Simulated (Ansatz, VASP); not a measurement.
# One calculation of MgI2, two programs

```
CELL_PARAMETERS angstrom
4.09186 0.00000 0.00000
-2.04593 3.54366 0.00000
0.00000 0.00000 7.59757
ATOMIC_POSITIONS crystal
Mg 0.00000 0.00000 0.00000
I 0.33333 0.66667 0.79355
I 0.66667 0.33333 0.20645
```

Alike in both runs: task single point; functional PBE; k mesh 6 × 6 × 4; occupations gaussian, width 0.05 eV; no spin polarisation.

```csv
,VASP,Ansatz
version,VASP 6.6.1,Ansatz 0.2.0
potentials or method,"VASP PAW PBE potentials, release 64 (Mg, I)","scalar-relativistic, plane waves, PAW"
plane-wave cutoff (eV),520,520
valence electrons in the cell,16,44
```

|  | VASP | Ansatz | Ansatz less VASP |
| --- | --- | --- | --- |
| gap on the k mesh at the Fermi level (eV) | 3.76 | 3.78 | +0.017 |
| least direct gap on the mesh (eV) | 4.17 | 4.18 | +0.011 |
| pressure (GPa) | 3.5 | 3.5 | +0.05 |
| largest component of the traceless stress (GPa) | 0.26 | 0.25 | -0.007 |
| rms of the force components (eV/Å) | 0.382 | 0.386 | +0.0041 |

Atom by atom the forces differ by 0.004 eV/Å (rms over components). The two sets of potentials don't hold the same shells in valence.

Caveats: spin-orbit coupling is left out, which moves the levels of the heavy elements; this functional lacks dispersion, which binds the layers, so the pressure and a relaxed spacing across them are unreliable. A k mesh can miss the band edges.
